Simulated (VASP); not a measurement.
Input:

```
GeO2
1.0
    4.38822     0.00000     0.00000
    0.00000     4.38822     0.00000
    0.00000     0.00000     2.87221
Ge O
2 4
Direct
  0.00000   0.00000   0.00000
  0.50000   0.50000   0.50000
  0.30575   0.30575   0.00000
  0.80575   0.19425   0.50000
  0.19425   0.80575   0.50000
  0.69425   0.69425   0.00000
```

Computed with LDA (Ceperley-Alder, Perdew-Zunger), VASP's LDA PAW potentials (set 64) (plane waves; VASP). Settings: 520 eV cut-off, Gaussian smearing of 0.050 eV, potentials Ge_d O.

Task: Predict the band gap (along the path) with the smallest direct gap where there is one.

Result: 
| Quantity | Result |
|---|---|
| band gap (along the path) | 1.83 eV |
| smallest direct gap (along the path) | 1.83 eV |

The compound is GeO2 in the rutile structure. It was relaxed first.
